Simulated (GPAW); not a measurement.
Runs of GPAW 26.7.0 on ZnSe (Stilleite). It takes space group F-43m (No. 216, cubic). The conventional cell has a = 5.668 Å, b = 5.668 Å, c = 5.668 Å, α = 90.00°, β = 90.00°, γ = 90.00°. Se (site symmetry -43m) has 4 Zn at 2.45 Å as nearest neighbours. Zn (site symmetry -43m) has 4 Se at 2.45 Å as nearest neighbours. 

| task | level | potentials or basis | spin | k mesh | band path | band points | spin axis theta (degrees) | spin axis phi (degrees) | soc after scf | gap on the mesh (eV) | pressure (GPa) | V0 of scaled cells (Å³/atom) | B0 (GPa) |
| --- | --- | --- | --- | --- | --- | --- | --- | --- | --- | --- | --- | --- | --- |
| band structure | RPBE | the program's PAW data sets (release 1.2.1) made for this functional, pw | SOC, no magnetisation | 7 × 7 × 7 | GXWKGLUWLK,UX | 100 | 90 | 45 | second variation | 1.33 | (a) | - | - |
| equation of state | BP86+D3(BJ) | PAW data sets generated in the run's folder for this functional, pw | off | 7 × 7 × 7 | - | - | - | - | - | - | - | (b) | 73 |
| band structure | LDA | PAW data sets generated in the run's folder for this functional, pw | off | 7 × 7 × 7 | GXWKGLUWLK,UX | 80 | - | - | - | 1.04 | -3.6 | - | - |
| single point | TB-mBJ | GPAW PAW data sets for LDA (gpaw-data 1.2.1), pw | off | 8 × 8 × 8 | - | - | - | - | - | 2.73 | - | - | - |
| equation of state | BLYP+D3(BJ) | PAW data sets generated in the run's folder for this functional, pw | off | 7 × 7 × 7 | - | - | - | - | - | - | - | 22.48 | 64 |
| equation of state | OLYP+D4 | PAW data sets generated in the run's folder for this functional, pw | off | 7 × 7 × 7 | - | - | - | - | - | - | - | 22.20 | 63 |

Alike in all rows: cell as given; cutoff (eV) 600; smearing fermi-dirac 0.05 eV.

Problem. Fill in the values left out.

Solution. (a) 4.5; (b) 21.56.

Caveats: spin-orbit coupling was added after a scalar SCF, so levels and gaps hold it while energy, forces, pressure and moments don't (some runs); this program's spin-orbit splittings come out too wide for heavy elements (some runs); a model potential gives levels but no total energy (some runs); the PAW data sets were made with another functional, which shifts forces and pressure a little (some runs).

A k mesh can miss the band edges, and rows without SOC leave out spin-orbit coupling on Se.

Runs at the PBE level aren't shown here.
